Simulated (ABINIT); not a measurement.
# FeO (Wuestite) (P1) in ABINIT: single point with PBE

Aim: the single point of FeO (Wuestite) with PBE.

Program: ABINIT 10.8.3 (patched build). These are calculated values, not measurements. Logs are shortened: lines on timing, memory, paths and dates and some standing lists are left out, and cuts for length are marked. The log counts tension as positive stress, the text compression.

## 1. The cell of the first run

The typed cell holds 2 atoms: a = 3.070 Å, b = 3.070 Å, c = 3.070 Å, α = 59.31°, β = 59.31°, γ = 59.31°.

## 2. Single point, PBE, collinear spin, ferromagnetic start (atoms moved at random, drawn with an rms of 0.05 Å)

Input file run.abi:

```
# Pseudopotentials
pp_dirpath "./"
pseudos "Fe.GGA_PBE-JTH.xml, O.GGA_PBE-JTH.xml"

# Structure
acell 3.0698575869 3.0698575869 3.0698575869 Angstrom
rprim
     0.4947528865     0.2856457122     0.8207472866
    -0.4947528865     0.2856457122     0.8207472866
     0.0000000000    -0.5712914244     0.8207472866
ntypat 2
znucl 26 8
natom 2
typat 1 2
xred
     0.0034910000     0.0005930000     0.0019330000
     0.4817370000     0.5186330000     0.4814880000
chkprim 0
chksymtnons 0
tolsym 1.0e-6

# Plane-wave basis
ecut 26.0
pawecutdg 48.0

# k points
kptopt 1
ngkpt 11 11 11
nshiftk 1
shiftk 0.0 0.0 0.0

# Exchange and correlation
ixc 11

# Bands and occupations
nband 16
occopt 3
tsmear 0.05 eV

# Spin
nsppol 2
spinat
     0.0000000000     0.0000000000     3.0000000000
     0.0000000000     0.0000000000     0.0000000000

# SCF cycle
nstep 100
tolvrs 1.0e-9

# Output
iomode 3
prtwf 0
prteig 0
prtebands 0
enunit 2
prtden 1
prtvha 1
prtvclmb 1
prtpot 1
```

Potentials or basis: JTH PAW PBE v2.0.

Started as:

```sh
$ abinit run.abi > log 2>&1
```

run.abo:

```text
.Version 10.8.3 of ABINIT
 Symmetries : space group P1 (#  1); Bravais aP (primitive triclinic)
================================================================================
 Values of the parameters that define the memory need of the present run
     intxc =       0    ionmov =       0      iscf =      17    lmnmax =      18
     lnmax =       6     mgfft =      30  mpssoang =       3    mqgrid =    3001
     natom =       2  nloc_mem =       2    nspden =       2   nspinor =       1
    nsppol =       2      nsym =       1    n1xccc =       1    ntypat =       2
    occopt =       3   xclevel =       2
       mpw =         887          nfft =       27000          nkpt =         666
 PAW method is used; the additional fine FFT grid is defined by:
   mgfftf=        40    nfftf =     64000
================================================================================
================================================================================

--------------------------------------------------------------------------------
------------- Echo of variables that govern the present computation ------------
--------------------------------------------------------------------------------
 -outvars: echo values of preprocessed input variables --------
            acell      5.8011900848E+00  5.8011900848E+00  5.8011900848E+00 Bohr
              amu      5.58470000E+01  1.59994000E+01
          chkprim           0
      chksymtnons           0
             ecut      2.60000000E+01 Hartree
           enunit           2
                       outvar_i_n : Printing only first  50 k-points.
              ixc          11
                       outvar_i_n : Printing only first  50 k-points.
         kptrlatt       11    0    0      0   11    0      0    0   11
          kptrlen      6.31434219E+01
            natom           2
            nband          16
            ngfft          30      30      30
          ngfftdg          40      40      40
             nkpt         666
           nspden           2
           nsppol           2
            nstep         100
             nsym           1
           ntypat           2
                       prtocc : prtvol=0, do not print more k-points.
                       1.000000  1.000000  1.000000  1.000000  1.000000  1.000000
                       1.000000  1.000000  1.000000  1.000000  1.000000  0.000000
                       0.000000  0.000000  0.000000  0.000000
                       1.000000  1.000000  1.000000  1.000000  1.000000  1.000000
                       1.000000  1.000000  1.000000  1.000000  1.000000  0.000000
                       0.000000  0.000000  0.000000  0.000000
                       1.000000  1.000000  1.000000  1.000000  1.000000  1.000000
                       1.000000  1.000000  1.000000  1.000000  1.000000  0.000000
                       0.000000  0.000000  0.000000  0.000000
                       1.000000  1.000000  1.000000  1.000000  1.000000  1.000000
                       1.000000  1.000000  1.000000  1.000000  1.000000  0.000000
                       0.000000  0.000000  0.000000  0.000000
[... 352 lines left out ...]
 prteigrs : prtvol=0 or 1, do not print more k-points.

 Eigenvalues (hartree) for nkpt= 666  k points, SPIN DOWN:
 kpt#   1, nband= 16, wtk=  0.00075, kpt=  0.0000  0.0000  0.0000 (reduced coord)
  -2.84542   -1.60047   -1.60047   -1.60046   -0.43808    0.17831    0.18178    0.18303
   0.27873    0.28169    0.28319    0.31409    0.31829    0.33404    0.86376    0.95070
      occupation numbers for kpt#   1
   1.00000    1.00000    1.00000    1.00000    1.00000    1.00000    1.00000    1.00000
   1.00000    1.00000    1.00000    0.01136    0.00117    0.00000    0.00000    0.00000
 prteigrs : prtvol=0 or 1, do not print more k-points.

 Fermi (or HOMO) energy (eV) =   8.32364   Average Vxc (eV)= -11.90829
 Eigenvalues (   eV  ) for nkpt= 666  k points, SPIN UP:
 kpt#   1, nband= 16, wtk=  0.00075, kpt=  0.0000  0.0000  0.0000 (reduced coord)
 -81.59086  -47.62677  -47.61389  -47.61161  -12.44448    3.95536    4.05833    4.11031
   4.47092    4.65757    4.81161    4.86583    5.16784    8.28038   23.53287   24.93313
 prteigrs : prtvol=0 or 1, do not print more k-points.

 Eigenvalues (   eV  ) for nkpt= 666  k points, SPIN DOWN:
 kpt#   1, nband= 16, wtk=  0.00075, kpt=  0.0000  0.0000  0.0000 (reduced coord)
 -77.42792  -43.55114  -43.55095  -43.55081  -11.92071    4.85214    4.94658    4.98054
   7.58460    7.66514    7.70595    8.54696    8.66120    9.08973   23.50422   25.86973
 prteigrs : prtvol=0 or 1, do not print more k-points.

--- !EnergyTerms
iteration_state     : {dtset: 1, }
comment             : Components of total free energy in Hartree
kinetic             :  1.96398015441404E+01
hartree             :  3.04205058228515E+01
xc                  : -6.28643316433155E+00
Ewald energy        : -9.48001684347902E+01
psp_core            :  5.77591822564498E+00
local_psp           : -8.52601849339533E+01
PAW spherical_terms : -1.00639463773955E+01
internal            : -1.40574507317834E+02
'-kT*entropy'       : -4.29447857472986E-04
total_energy        : -1.40574936765691E+02
total_energy_eV     : -3.82523890083558E+03
...

--- !EnergyTermsDC
iteration_state     : {dtset: 1, }
comment             : '"Double-counting" decomposition of free energy'
band_energy         : -1.48952506073417E+01
Ewald energy        : -9.48001684347902E+01
psp_core            :  5.77591822564498E+00
xc_dc               : -2.85316704447054E+01
PAW spherical_terms : -8.12333385873969E+00
internal            : -1.40574505119932E+02
'-kT*entropy'       : -4.29447857472986E-04
total_energy_dc     : -1.40574934567790E+02
total_energy_dc_eV  : -3.82523884102763E+03
...

--- !EnergyTermsWithPAWCore
iteration_state     : {dtset: 1, }
comment             : 'Components of total free energy, including PAW core contributions'
Total energy        : -1.34803009854772E+03
Total energy DC     : -1.34803009634982E+03
Total energy (eV)   : -3.66817676827899E+04
Total energy DC (eV): -3.66817676229820E+04
...

 Cartesian components of stress tensor (hartree/bohr^3)
  sigma(1 1)=  1.45363324E-05  sigma(3 2)=  1.74368938E-05
  sigma(2 2)=  3.97416178E-05  sigma(3 1)= -2.99641370E-05
  sigma(3 3)=  6.20248842E-05  sigma(2 1)=  2.27811146E-05

-Cartesian components of stress tensor (GPa)         [Pressure= -1.1406E+00 GPa]
- sigma(1 1)=  4.27673664E-01  sigma(3 2)=  5.13011127E-01
- sigma(2 2)=  1.16923876E+00  sigma(3 1)= -8.81575346E-01
- sigma(3 3)=  1.82483510E+00  sigma(2 1)=  6.70243532E-01

== END DATASET(S) ==============================================================
================================================================================

 -outvars: echo values of variables after computation  --------
            acell      5.8011900848E+00  5.8011900848E+00  5.8011900848E+00 Bohr
           etotal     -1.4057493457E+02
            fcart     -3.4184195739E-03  1.8561007468E-03 -3.6052928767E-03
                       3.4184195739E-03 -1.8561007468E-03  3.6052928767E-03
            rprim      4.9475288650E-01  2.8564571220E-01  8.2074728660E-01
                      -4.9475288650E-01  2.8564571220E-01  8.2074728660E-01
                       0.0000000000E+00 -5.7129142440E-01  8.2074728660E-01
           strten      1.4536332383E-05  3.9741617777E-05  6.2024884195E-05
                       1.7436893787E-05 -2.9964136967E-05  2.2781114615E-05
           xangst      4.4015429748E-03  1.9116238117E-04  1.5160296522E-02
                      -5.6038416010E-02  3.2790486613E-02  3.7336557559E+00
             xred      3.4910000000E-03  5.9300000000E-04  1.9330000000E-03
                       4.8173700000E-01  5.1863300000E-01  4.8148800000E-01
 Calculation completed.
```

Run time: 21 min. Hardware: 1 thread of Arm Neoverse V1, shared host; peak memory 0.57 GiB.

What came out:

| Item | Value |
| --- | --- |
| Free energy | -3825.2388 eV |
| Pressure | -1.1 GPa |
| Largest force | 0.273 eV/Å |
| Band gap on the k mesh | none (metal or under the smearing width) |
| Net moment | 4.00 μB per cell |
| Site moments | Fe +3.59; O +0.29 μB |
| Valence electrons inside the program's atomic spheres | Fe 14.14; O 4.53 |

Forces in eV/Å, atoms in the order of the input:
```
Fe  -0.176  0.095 -0.185
O    0.176 -0.095  0.185
```

Levels at points of the mesh, in eV from the Fermi level:
Spin up:
```csv
k point,band 9,band 10,band 11,band 12,band 13,band 14,band 15,band 16
"(0.00, 0.00, 0.00)",-3.85,-3.67,-3.51,-3.46,-3.16,-0.04,15.21,16.61
```
Spin down:
```
           k point  band 7  band 8  band 9  band 10  band 11  band 12
(0.00, 0.00, 0.00)   -3.38   -3.34   -0.74    -0.66    -0.62     0.22
```

Caveat: a cell with one magnetic atom can't hold antiferromagnetic order, which such compounds often take; semilocal functionals often make such compounds metallic where correlation or magnetic order opens a gap, which also shifts bond lengths.
